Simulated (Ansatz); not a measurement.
# BAs (F-43m) in Ansatz: settings compared

The runs below take BAs through elastic constants, single point, equation of state, with r2SCAN, rPW86-PBE+rVV10.

All numbers are computed with Ansatz 0.2.0; they aren't measurements. Logs are shortened: lines on timing, memory, paths and dates and some standing lists are left out, and cuts for length are marked.

**The experiment to reproduce.**

“Basic Physical Properties of Cubic Boron Arsenide”, 2019, arxiv:1911.11281 quotes, for a bulk crystal of BAs: bulk modulus 148 GPa.

How close the calculation comes is told below.

## 1. The crystal as given

It takes space group F-43m (No. 216, cubic). Conventional cell: a = 4.777 Å, b = 4.777 Å, c = 4.777 Å, α = 90.00°, β = 90.00°, γ = 90.00°. As (site symmetry -43m) is surrounded by 4 B at 2.07 Å. B (site symmetry -43m) has 4 As at 2.07 Å as nearest neighbours.

## 2. Elastic constants, r2SCAN

File input.yaml:

```yaml
crystal:
  lattice:
    - [0.0, 2.3885, 2.3885]
    - [2.3885, 0.0, 2.3885]
    - [2.3885, 2.3885, 0.0]
  atoms:
    - { symbol: As, position: [0.75, 0.75, 0.75] }
    - { symbol: B, position: [0.0, 0.0, 0.0] }
hamiltonian:
  xc: r2scan
  pseudopotentials: { kind: paw }
kpoints:
  mp_grid: { grid: [8, 8, 8] }
scf:
  occupations: { method: fixed }
output:
  forces: true
  stress: true
elastic:
  mode: relaxed_ion
  stencil: two_point
```

Potentials or basis: Ansatz PAW.

Run with:

```
ansatz run input.yaml --threads 2 --pin off --max-ram 5120MiB --backend cpu --events-out ev --progress --plain --runs-dir out
```

What it wrote:

```text
Warning: RAYON_NUM_THREADS=2 ignored (pool sized by the plan → 2); use --threads N
Engine: ansatz 0.2.0, x86_64-unknown-linux-gnu
Pseudopotentials: kind: paw
Pseudopotential: As, paw, valence charge 15, recommended cutoff 500 eV (meta_gga), As.paw.azcp
Pseudopotential: B, paw, valence charge 3, recommended cutoff 500 eV (meta_gga), B.paw.azcp
Functional definition: r2SCAN
  parameter k0 = 0.174
  parameter k1 = 0.065
  parameter a1 = 4.9479
  exchange = r2scan_x(k0 = k0, k1 = k1, a1 = a1)
  correlation = r2scan_c
Crystal: 2 atoms, lattice volume = 27.252 Å³
Basis set: ecut = 500 eV, 701 PW (Γ), exchange–correlation on 100×100×100 points (64 copies of the dense FFT grid, shifted against one another)
Bands: 13, of which v1, the nominal top of the filled ones, is band 9 counted from 1 (8 counted from 0)
Symmetry: 24 space group operations
Space group: F-43m (ITA 216), of the structure as read, at distance tolerance 3.0e-5 Å
k-points: 29 of 512 (time reversal used)
Non-local potential: As, projectors of the file, l = 0: 2, l = 1: 2, l = 2: 3, l = 3: 1
Non-local potential: B, projectors of the file, l = 0: 2, l = 1: 2, l = 2: 1
PAW form: soft (Blöchl's): semilocal exchange-correlation on the pseudo side does not see the compensation charge
PAW frozen core: As, regenerated for the run's functional (the file was generated under x = pbe(κ = 0.804, μ = 0.2195149727645171), c = pbe(β = 0.06672455060314922))
PAW frozen core: B, regenerated for the run's functional (the file was generated under x = pbe(κ = 0.804, μ = 0.2195149727645171), c = pbe(β = 0.06672455060314922))
PAW one-centre angular grid: As, 590 points (default); XC on 160 Gauss nodes
PAW one-centre angular grid: B, 302 points (default); XC on 160 Gauss nodes
Initial density: superposition of atomic densities (neutral atoms: chi_scale 0, normalization atom), corrected by the library's trained network
Initial wavefunctions: pseudopotential atomic-orbital guess
Functional: x = r2scan, c = r2scan; τ floored in thin density (d = 2e-4 eV/Å³)
SCF iter   1: F=—  HF=-5021.314762 eV  |F-HF|=—  |Δ(HF+E_count)|=         —  Δρ=5.90e-3  dr2=1.04e-2  dr2_τ=9.55e-2  ethr=1.77e-3  ⟨swp⟩=4.2  Hψ=1864  notcnv=0  defer=38
preconditioner: auto → none  [insulator: Δε(μ)=1.351 eV  Ē_g=13.196 eV  n_scr=8 (ndim 8)  ℏωp=20.1 eV  f_vac=0.000  ε∞_Penn≈3.3]
SCF iter   2: F=—  HF=-5021.339217 eV  |F-HF|=—  |Δ(HF+E_count)|=   2.45e-2  Δρ=2.42e-3  dr2=8.51e-4  dr2_τ=1.14e-4  ethr=5.80e-5  ⟨swp⟩=2.1  Hψ=939  notcnv=0  defer=51
SCF iter   3: F=—  HF=-5021.339303 eV  |F-HF|=—  |Δ(HF+E_count)|=   8.65e-5  Δρ=1.31e-3  dr2=2.08e-4  dr2_τ=3.18e-6  ethr=4.73e-6  ⟨swp⟩=3.0  Hψ=700  notcnv=0  defer=52
SCF iter   4: F=—  HF=-5021.339366 eV  |F-HF|=—  |Δ(HF+E_count)|=   6.30e-5  Δρ=1.51e-4  dr2=2.95e-6  dr2_τ=1.22e-7  ethr=1.16e-6  ⟨swp⟩=1.9  Hψ=415  notcnv=0  defer=47
SCF iter   5: F=—  HF=-5021.339366 eV  |F-HF|=—  |Δ(HF+E_count)|=   1.60e-7  Δρ=2.18e-5  dr2=5.68e-8  dr2_τ=2.17e-9  ethr=1.64e-8  ⟨swp⟩=2.2  Hψ=462  notcnv=0  defer=5
SCF iter   6: F=—  HF=-5021.339366 eV  |F-HF|=—  |Δ(HF+E_count)|=   4.08e-7  Δρ=7.22e-6  dr2=9.98e-9  dr2_τ=3.17e-10  ethr=3.16e-10  ⟨swp⟩=2.1  Hψ=645  notcnv=0
SCF iter   7: F=—  HF=-5021.339366 eV  |F-HF|=—  |Δ(HF+E_count)|=   3.51e-9  Δρ=1.19e-6  dr2=3.95e-10  dr2_τ=1.24e-11  ethr=5.55e-11  ⟨swp⟩=2.0  Hψ=487  notcnv=0
SCF iter   8: F=—  HF=-5021.339366 eV  |F-HF|=—  |Δ(HF+E_count)|=  1.15e-10  Δρ=2.03e-7  dr2=1.18e-11  dr2_τ=5.55e-13  ethr=2.19e-12  ⟨swp⟩=2.0  Hψ=446  notcnv=0
SCF iter   9: F=-5021.339366 eV  HF=-5021.339366 eV  |F-HF|=1.82e-12  |Δ(HF+E_count)|=  1.82e-12  Δρ=1.33e-8  dr2=3.16e-14  dr2_τ=9.75e-16  ethr=1.00e-12  ⟨swp⟩=4.0  Hψ=1865  notcnv=0
SCF 1 converged in 9 iterations: F = -5021.339366 eV  dr2 = 3.16e-14
Initial density: handed on by an earlier stage of this run
Initial wavefunctions: those handed on with the density
iter 1 solved again at ethr=1.00e-12 eV; its pass at ethr=3.10e-3 eV (dr2=3.11e-14 eV) is discarded
SCF iter   1: F=—  HF=-5021.339366 eV  |F-HF|=—  |Δ(HF+E_count)|=         —  Δρ=1.34e-8  dr2=3.21e-14  dr2_τ=9.77e-16  ethr=1.00e-12  ⟨swp⟩=1.0  Hψ=1901  notcnv=0
preconditioner: auto → none  [insulator: Δε(μ)=1.382 eV  Ē_g=13.166 eV  n_scr=8 (ndim 8)  ℏωp=20.1 eV  f_vac=0.001  ε∞_Penn≈3.3]
SCF iter   2: F=-5021.339366 eV  HF=-5021.339366 eV  |F-HF|=0.00e0  |Δ(HF+E_count)|=  1.82e-12  Δρ=6.75e-9  dr2=6.52e-15  dr2_τ=2.41e-16  ethr=1.00e-12  ⟨swp⟩=4.0  Hψ=1120  notcnv=0
SCF 2 converged in 2 iterations: F = -5021.339366 eV  dr2 = 6.52e-15
Crystal: 2 atoms, lattice volume = 27.198 Å³
Symmetry: 8 space group operations
k-points: 59 of 512 (time reversal used)
iter 1 solved again at ethr=1.80e-7 eV; its pass at ethr=3.10e-3 eV (dr2=3.25e-5 eV) is discarded
SCF iter   1: F=—  HF=-5021.339046 eV  |F-HF|=—  |Δ(HF+E_count)|=         —  Δρ=2.91e-4  dr2=3.15e-5  dr2_τ=8.43e-6  ethr=1.80e-7  ⟨swp⟩=2.8  Hψ=4433  notcnv=0  defer=70
preconditioner: auto → none  [insulator: Δε(μ)=1.349 eV  Ē_g=13.183 eV  n_scr=8 (ndim 8)  ℏωp=20.1 eV  f_vac=0.001  ε∞_Penn≈3.3]
SCF iter   2: F=—  HF=-5021.339059 eV  |F-HF|=—  |Δ(HF+E_count)|=   1.36e-5  Δρ=8.35e-5  dr2=1.81e-6  dr2_τ=1.64e-7  ethr=1.75e-7  ⟨swp⟩=2.0  Hψ=953  notcnv=0  defer=54
[... 64 lines left out ...]
SCF 9 converged in 8 iterations: F = -5021.339308 eV  dr2 = 9.12e-14
relax step   1: F+E_penalty+E_count = -5021.33930778 eV  Δ(F+E_penalty+E_count) = +0.000e0 eV  max|allowed force component| = 1.342e-2 eV/Å  Δτ_max = 0.0000 Å  (8 SCF iters, accepted)
iter 1 solved again at ethr=1.64e-9 eV; its pass at ethr=3.10e-3 eV (dr2=2.94e-7 eV) is discarded
SCF iter   1: F=—  HF=-5021.339313 eV  |F-HF|=—  |Δ(HF+E_count)|=         —  Δρ=4.51e-5  dr2=3.06e-7  dr2_τ=5.86e-7  ethr=1.64e-9  ⟨swp⟩=2.0  Hψ=6463  notcnv=0
SCF iter   2: F=—  HF=-5021.339313 eV  |F-HF|=—  |Δ(HF+E_count)|=   4.47e-7  Δρ=2.31e-5  dr2=6.63e-8  dr2_τ=9.33e-10  ethr=1.64e-9  ⟨swp⟩=2.0  Hψ=1609  notcnv=0
SCF iter   3: F=—  HF=-5021.339313 eV  |F-HF|=—  |Δ(HF+E_count)|=   1.48e-8  Δρ=1.90e-6  dr2=4.64e-10  dr2_τ=4.32e-11  ethr=3.68e-10  ⟨swp⟩=2.2  Hψ=1493  notcnv=0
SCF iter   4: F=—  HF=-5021.339313 eV  |F-HF|=—  |Δ(HF+E_count)|=  2.32e-10  Δρ=3.14e-7  dr2=1.17e-11  dr2_τ=6.10e-13  ethr=2.58e-12  ⟨swp⟩=2.1  Hψ=1614  notcnv=0
SCF iter   5: F=—  HF=-5021.339313 eV  |F-HF|=—  |Δ(HF+E_count)|=  6.37e-12  Δρ=6.45e-8  dr2=4.90e-13  dr2_τ=1.66e-14  ethr=6.49e-14 (applied; sched 1.00e-12)  ⟨swp⟩=2.1  Hψ=1593  notcnv=0
SCF iter   6: F=-5021.339313 eV  HF=-5021.339313 eV  |F-HF|=0.00e0  |Δ(HF+E_count)|=  1.82e-12  Δρ=1.01e-8  dr2=1.14e-14  dr2_τ=3.18e-16  ethr=1.00e-12  ⟨swp⟩=4.2  Hψ=3717  notcnv=0
SCF 10 converged in 6 iterations: F = -5021.339313 eV  dr2 = 1.14e-14
relax step   2: F+E_penalty+E_count = -5021.33931307 eV  Δ(F+E_penalty+E_count) = -5.287e-6 eV  max|allowed force component| = 2.858e-7 eV/Å  Δτ_max = 0.0004 Å  (6 SCF iters, accepted)
iter 1 solved again at ethr=1.00e-12 eV; its pass at ethr=3.10e-3 eV (dr2=1.35e-14 eV) is discarded
SCF iter   1: F=—  HF=-5021.339313 eV  |F-HF|=—  |Δ(HF+E_count)|=         —  Δρ=1.01e-8  dr2=1.15e-14  dr2_τ=3.22e-16  ethr=1.00e-12  ⟨swp⟩=1.1  Hψ=6304  notcnv=0
SCF iter   2: F=-5021.339313 eV  HF=-5021.339313 eV  |F-HF|=0.00e0  |Δ(HF+E_count)|=  9.09e-13  Δρ=5.23e-9  dr2=2.71e-15  dr2_τ=5.07e-17  ethr=1.00e-12  ⟨swp⟩=4.0  Hψ=3664  notcnv=0
SCF 11 converged in 2 iterations: F = -5021.339313 eV  dr2 = 2.71e-15
SCF converged after 2 iterations
Free energy (F): -5021.339366 eV
Harris-Foulkes:  -5021.339366 eV  (|F-HF|=0.00e0)
Internal energy: -5021.339366 eV  (E = F + TS)
E sigma→0 (E₀):  -5021.339366 eV
Fermi energy:    11.038714 eV
--- Per-component energies (eV) ---
  E_band       = -222.637371
  E_kinetic    = 151.617233
  E_local      = -1694.362727  (includes V_loc(G=0)·N_el)
  E_nonlocal   = -657.623763
  E_hartree    = 941.120830
  E_xc         = -105.677114
  E_vxc        = -125.652829  (∫ρ·V_xc dr)
  E_paw        = -1929.162971  (= ΣΔE_a)
  E_vpaw       = 214.892715  (= ΣTr[D̂ρ^β])
  E_aug_tail   = -0.000007  (compensation charges beyond the density's cutoff)
  E_vtau       = 6.250349  (kinetic-family band-sum trace: ∫τ·v_τ [+ j·A + Jᵃ·Aᵃ] dr)
  E_ewald      = -1725.774997
  E_core_change = -1.475850  (= ΣΔE_core)
  E_smearing   = -0.000000  (= −TS)
  E_closure    = 0.000000  (closes the sum)
  Σ components = -5021.339366   (vs F -5021.339366, Δ=0.00e0)
--- Forces (eV/Å), atoms counted from 1 ---
  atom   1  As    -0.00000000     0.00000000     0.00000000
  atom   2  B     -0.00000000     0.00000000    -0.00000000
  max |Σ_I F_I| component: 4.89e-16 eV/Å
--- Stress (GPa, compression-positive) ---
        0.612097       0.000000      -0.000000
        0.000000       0.612097       0.000000
       -0.000000       0.000000       0.612097
  P = ⅓ Tr σ = 0.6121 GPa (6.121 kbar)
--- Band table (eV; the first three rows and the last of 29) ---
  k-point 0: bands = ["-25.5801", "-25.5801", "-25.5801", "-25.5511", "-25.5511", "-5.1259", "11.0387", "11.0387", "11.0387", "14.4802", "14.4802", "14.4802", "16.1578"]
  k-point 1: bands = ["-25.5796", "-25.5788", "-25.5788", "-25.5511", "-25.5511", "-4.8565", "8.9670", "10.5706", "10.5706", "14.7011", "15.0983", "15.0983", "17.4654"]
  k-point 2: bands = ["-25.5783", "-25.5760", "-25.5760", "-25.5505", "-25.5505", "-4.0718", "5.8434", "9.8139", "9.8139", "14.3906", "15.9556", "15.9556", "19.5753"]
  k-point 28: bands = ["-25.5766", "-25.5717", "-25.5624", "-25.5543", "-25.5476", "-0.4965", "2.4330", "5.3017", "5.6026", "16.7401", "17.5022", "18.2368", "18.4510"]
--- Elastic constants: 2 strain directions × 2 members + reference (group order 24) ---
  dense FFT box of the reference and of every strained cell: 25×25×25
  strains applied: 11, 23; error gains: componentwise 1.00 (the most a stress slope's error grows in a printed constant), spectral 1.73 (1 for all six strains in a standard setting)
  C = ∂σ_k/∂η_j (tension-positive GPa; Voigt order 11 22 33 23 13 12):
       292.510     68.952     68.952     -0.000     -0.000     -0.000
        68.952    292.510     68.952     -0.000      0.000     -0.000
        68.952     68.952    292.510     -0.000     -0.000      0.000
         0.000     -0.000     -0.000    158.708     -0.000      0.000
         0.000      0.000      0.000      0.000    158.708     -0.000
        -0.000      0.000     -0.000     -0.000     -0.000    158.708
  reference stress σ⁰ (GPa):     -0.612     -0.612     -0.612     -0.000     -0.000      0.000
  C* (energy form; C + prestress term) asymmetry max|C*_kj − C*_jk| = 2.842e-14 GPa — a small one proves nothing (zero by symmetry where the batch's group is 432, −43m or m−3m); a large one is finite-difference/SCF noise where every solve meets its electron count
  moduli (Voigt/Reuss/Hill, GPa): K = 143.47/143.47/143.47   G = 139.94/135.89/137.91   E = 313.34   ν = 0.136
  mechanically stable: yes (min eigenvalue of sym C = 158.71 GPa)
  strain η (Voigt 11):  stress-route row diagonal C_11 = 292.51 GPa, energy-path curvature d²(F+E_count+ΔE)/dδ²/Ω₀ = 292.52 GPa
         δ    σ_11 (GPa)             F (eV)   n_scf  n_hpsi   n_pw
    -2.000e-3      -1.1985       -5021.3390594       8   14064    701   relax 0 steps, max|allowed force component| 1.04e-16 eV/Å
     2.000e-3      -0.0285       -5021.3394759       5   10524    717   relax 0 steps, max|allowed force component| 1.06e-16 eV/Å
  strain η (Voigt 23):  stress-route row diagonal C_44 = 158.71 GPa, energy-path curvature d²(F+E_count+ΔE)/dδ²/Ω₀ = 159.04 GPa
         δ    σ_23 (GPa)             F (eV)   n_scf  n_hpsi   n_pw
    -2.000e-3      -0.3174       -5021.3393131       2   10730    705   relax 3 steps, max|allowed force component| 1.05e-7 eV/Å
     2.000e-3       0.3174       -5021.3393131       2   10743    705   relax 2 steps, max|allowed force component| 2.86e-7 eV/Å
```

Run time: 20 s. Hardware: 2 threads of AMD EPYC 7B13 (Zen 3), shared host; peak memory 0.51 GiB.

What came out:

```
Free energy                     : -5021.3394 eV
Pressure                        : 0.6 GPa
Band gap on the k mesh          : 1.38 eV, indirect (least direct gap 3.44 eV)
Elastic constants C11, C12, C44 : 293, 69, 159 GPa
Voigt bulk modulus              : 143 GPa
```

Elastic tensor in Voigt notation (GPa, in the Cartesian axes of the cell as first typed):
```
293  69  69   0   0   0
 69 293  69   0   0   0
 69  69 293   0   0   0
  0   0   0 159   0   0
  0   0   0   0 159   0
  0   0   0   0   0 159
```

Caveat: the PAW data sets come from PBE, with cores solved anew for the run's functional, which leaves a small shift of forces and pressure.

## 3. Single point, rPW86-PBE+rVV10, 12.81 Å³/atom (volume scaled by 0.94)

File input.yaml:

```yaml
crystal:
  lattice:
    - [0.0, 2.3397414207, 2.3397414207]
    - [2.3397414207, 0.0, 2.3397414207]
    - [2.3397414207, 2.3397414207, 0.0]
  atoms:
    - { symbol: As, position: [0.75, 0.75, 0.75] }
    - { symbol: B, position: [0.0, 0.0, 0.0] }
hamiltonian:
  xc: { exchange: rpw86, correlation: pbe }
  pseudopotentials: { kind: paw }
  dispersion: rvv10
kpoints:
  mp_grid: { grid: [10, 10, 10] }
scf:
  occupations: { method: fermi_dirac, width: 0.05 }
output:
  forces: true
  stress: true
  eigenvalues: true
```

Potentials or basis: Ansatz PAW.

Run with:

```
ansatz run input.yaml --threads 2 --pin off --max-ram 5120MiB --backend cpu --events-out ev --progress --plain --runs-dir out
```

Wall time 0.97 s (2 threads of AMD EPYC 7B13 (Zen 3), shared host); peak memory 0.37 GiB.

It converged, with:

| Quantity | Value |
| --- | --- |
| Free energy | -5043.6209 eV |
| Pressure | 15.3 GPa |
| Band gap on the k mesh | 1.21 eV, indirect (least direct gap 3.42 eV) |

Caveat: the PAW data sets come from PBE, with cores solved anew for the run's functional, which leaves a small shift of forces and pressure.

## 4. Single point, rPW86-PBE+rVV10, 13.08 Å³/atom (volume scaled by 0.96)

Edit input.yaml of step 3 so:

```diff
@@ -2,5 +2,5 @@
   lattice:
-    - [0.0, 2.3397414207, 2.3397414207]
-    - [2.3397414207, 0.0, 2.3397414207]
-    - [2.3397414207, 2.3397414207, 0.0]
+    - [0.0, 2.3562190158, 2.3562190158]
+    - [2.3562190158, 0.0, 2.3562190158]
+    - [2.3562190158, 2.3562190158, 0.0]
   atoms:
@@ -20 +20,5 @@
   eigenvalues: true
+  write_density: true
+  write_potential: true
+  elf: true
+  volumetric_format: npy
```

Run with:

```
ansatz run input.yaml --threads 2 --pin off --max-ram 5120MiB --backend cpu --events-out ev --progress --plain --runs-dir out
```

It took 1.3 s on 2 threads of AMD EPYC 7B13 (Zen 3), shared host; peak memory 0.36 GiB.

It converged, with:

| Quantity | Value |
| --- | --- |
| Free energy | -5043.6663 eV |
| Pressure | 11.5 GPa |
| Band gap on the k mesh | 1.23 eV, indirect (least direct gap 3.39 eV) |

Caveat: the PAW data sets come from PBE, with cores solved anew for the run's functional, which leaves a small shift of forces and pressure.

## 5. Single point, rPW86-PBE+rVV10, 13.35 Å³/atom (volume scaled by 0.98)

Edit input.yaml of step 4 so:

```diff
@@ -2,5 +2,5 @@
   lattice:
-    - [0.0, 2.3562190158, 2.3562190158]
-    - [2.3562190158, 0.0, 2.3562190158]
-    - [2.3562190158, 2.3562190158, 0.0]
+    - [0.0, 2.3724693156, 2.3724693156]
+    - [2.3724693156, 0.0, 2.3724693156]
+    - [2.3724693156, 2.3724693156, 0.0]
   atoms:
@@ -20,5 +20 @@
   eigenvalues: true
-  write_density: true
-  write_potential: true
-  elf: true
-  volumetric_format: npy
```

Run with:

```
ansatz run input.yaml --threads 2 --pin off --max-ram 5120MiB --backend cpu --events-out ev --progress --plain --runs-dir out
```

It took 1.1 s on 2 threads of AMD EPYC 7B13 (Zen 3), shared host; peak memory 0.38 GiB.

Results (log left out):

```yaml
Free_energy: -5043.6994 eV
Pressure: 8.1 GPa
Band_gap_on_the_k_mesh: 1.24 eV, indirect (least direct gap 3.36 eV)
```

Caveat: the PAW data sets come from PBE, with cores solved anew for the run's functional, which leaves a small shift of forces and pressure.

## 6. Single point, rPW86-PBE+rVV10, 13.63 Å³/atom

Edit input.yaml of step 5 so:

```diff
@@ -2,5 +2,5 @@
   lattice:
-    - [0.0, 2.3724693156, 2.3724693156]
-    - [2.3724693156, 0.0, 2.3724693156]
-    - [2.3724693156, 2.3724693156, 0.0]
+    - [0.0, 2.3885, 2.3885]
+    - [2.3885, 0.0, 2.3885]
+    - [2.3885, 2.3885, 0.0]
   atoms:
```

Potentials or basis: Ansatz PAW.

Run with:

```
ansatz run input.yaml --threads 2 --pin off --max-ram 5120MiB --backend cpu --events-out ev --progress --plain --runs-dir out
```

Run time: 1.1 s. Hardware: 2 threads of AMD EPYC 7B13 (Zen 3), shared host; peak memory 0.39 GiB.

The run converged. Its results:

```yaml
Free_energy: -5043.7215 eV
Pressure: 5.0 GPa
Band_gap_on_the_k_mesh: 1.26 eV, indirect (least direct gap 3.34 eV)
```

Caveat: the PAW data sets come from PBE, with cores solved anew for the run's functional, which leaves a small shift of forces and pressure.

## 7. Single point, rPW86-PBE+rVV10, 13.90 Å³/atom (volume scaled by 1.02)

Edit input.yaml of step 6 so:

```diff
@@ -2,5 +2,5 @@
   lattice:
-    - [0.0, 2.3885, 2.3885]
-    - [2.3885, 0.0, 2.3885]
-    - [2.3885, 2.3885, 0.0]
+    - [0.0, 2.4043183418, 2.4043183418]
+    - [2.4043183418, 0.0, 2.4043183418]
+    - [2.4043183418, 2.4043183418, 0.0]
   atoms:
```

Run with:

```
ansatz run input.yaml --threads 2 --pin off --max-ram 5120MiB --backend cpu --events-out ev --progress --plain --runs-dir out
```

It took 1.1 s on 2 threads of AMD EPYC 7B13 (Zen 3), shared host; peak memory 0.4 GiB.

The run converged. Its results:

- Free energy: -5043.7335 eV
- Pressure: 2.2 GPa
- Band gap on the k mesh: 1.27 eV, indirect (least direct gap 3.31 eV)

Caveat: the PAW data sets come from PBE, with cores solved anew for the run's functional, which leaves a small shift of forces and pressure.

## 8. Single point, rPW86-PBE+rVV10, 14.17 Å³/atom (volume scaled by 1.04)

Edit input.yaml of step 7 so:

```diff
@@ -2,5 +2,5 @@
   lattice:
-    - [0.0, 2.4043183418, 2.4043183418]
-    - [2.4043183418, 0.0, 2.4043183418]
-    - [2.4043183418, 2.4043183418, 0.0]
+    - [0.0, 2.419931236, 2.419931236]
+    - [2.419931236, 0.0, 2.419931236]
+    - [2.419931236, 2.419931236, 0.0]
   atoms:
@@ -20 +20,5 @@
   eigenvalues: true
+  write_density: true
+  write_potential: true
+  elf: true
+  volumetric_format: npy
```

Run with:

```
ansatz run input.yaml --threads 2 --pin off --max-ram 5120MiB --backend cpu --events-out ev --progress --plain --runs-dir out
```

It took 1.4 s on 2 threads of AMD EPYC 7B13 (Zen 3), shared host; peak memory 0.4 GiB.

Results (log left out):

```
Free energy            : -5043.7364 eV
Pressure               : -0.4 GPa
Band gap on the k mesh : 1.28 eV, indirect (least direct gap 3.29 eV)
```

Caveat: the PAW data sets come from PBE, with cores solved anew for the run's functional, which leaves a small shift of forces and pressure.

## 9. Single point, rPW86-PBE+rVV10, 14.44 Å³/atom (volume scaled by 1.06)

Edit input.yaml of step 8 so:

```diff
@@ -2,5 +2,5 @@
   lattice:
-    - [0.0, 2.419931236, 2.419931236]
-    - [2.419931236, 0.0, 2.419931236]
-    - [2.419931236, 2.419931236, 0.0]
+    - [0.0, 2.4353452264, 2.4353452264]
+    - [2.4353452264, 0.0, 2.4353452264]
+    - [2.4353452264, 2.4353452264, 0.0]
   atoms:
@@ -20,5 +20 @@
   eigenvalues: true
-  write_density: true
-  write_potential: true
-  elf: true
-  volumetric_format: npy
```

Potentials or basis: Ansatz PAW.

Run with:

```
ansatz run input.yaml --threads 2 --pin off --max-ram 5120MiB --backend cpu --events-out ev --progress --plain --runs-dir out
```

It took 1.1 s on 2 threads of AMD EPYC 7B13 (Zen 3), shared host; peak memory 0.39 GiB.

Results (log left out):

```
Free energy            : -5043.7311 eV
Pressure               : -2.7 GPa
Band gap on the k mesh : 1.29 eV, indirect (least direct gap 3.26 eV)
```

Caveat: the PAW data sets come from PBE, with cores solved anew for the run's functional, which leaves a small shift of forces and pressure.

## 10. Equation of state, rPW86-PBE+rVV10

This step only gathers the single runs of the series.

Results:

```
Equilibrium volume                      : 14.13 Å³/atom
Bulk modulus                            : 127 GPa
Pressure derivative of the bulk modulus : 4.1
```

Energy against volume, from the lowest point:
```tsv
volume (Å³/atom)	energy (meV/atom)
12.809	57.75
13.081	35.05
13.354	18.51
13.626	7.46
13.899	1.46
14.171	0.00
14.444	2.65
```

Caveat: the potentials were made for another functional, which shifts forces and pressure.

## 11. Against experiment

Step 10. A measured bulk modulus of BAs is 148 GPa (quoted in “Basic Physical Properties of Cubic Boron Arsenide”, 2019, arxiv:1911.11281); the calculated 127 GPa misses it by -13.9 %. The fit is for a static lattice scaled at fixed shape and fixed fractional positions.
